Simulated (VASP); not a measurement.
A run of VASP 6.6.1 is set up as follows.

INCAR

```
PREC = Accurate
ENCUT = 600
EDIFF = 1E-7
ISMEAR = 0
SIGMA = 0.03
LREAL = False
LASPH = True
NELM = 80
ALGO = Normal
ISIF = 4
LWAVE = False
LCHARG = False
GGA = PE
IVDW = 12
IBRION = 2
NSW = 40
EDIFFG = -0.01
```

KPOINTS

```
regular mesh
0
Gamma
  12 12 6
```

File POSCAR:

```
Si                                      
1.0
    2.6670109416      0.0000000000      0.0000000000
   -1.3335054709      2.3096992277     -0.0000000000
    0.0000000000      0.0000000000      4.4865438073
  Si            
     2
Direct
     0.3333333300000021    0.6666666699999979    0.2500000000000000
     0.6666666699999979    0.3333333300000021    0.7500000000000000
```

Potentials or basis: VASP PAW PBE potentials, release 64 (Si).

Command:

```sh
$ cat potpaw_PBE.64/Si/POTCAR > POTCAR
$ mpirun -np 1 vasp_std > vasp.out
```

Question: Predict the band gap on the k mesh.

Answer: None (metal or under the smearing width).

Question: What does it give for the dispersion energy per atom?

Answer: -0.449 eV.

Final structure:
```yaml
crystal:
  lattice:
    - [2.66701, 0.00000, 0.00000]
    - [-1.33351, 2.30970, 0.00000]
    - [0.00000, 0.00000, 4.48654]
  atoms:
    - { symbol: Si, position: [0.33333, 0.66667, 0.25000] }
    - { symbol: Si, position: [0.66667, 0.33333, 0.75000] }
```

Caveat: the relaxation stopped at its first step, so nothing moved.
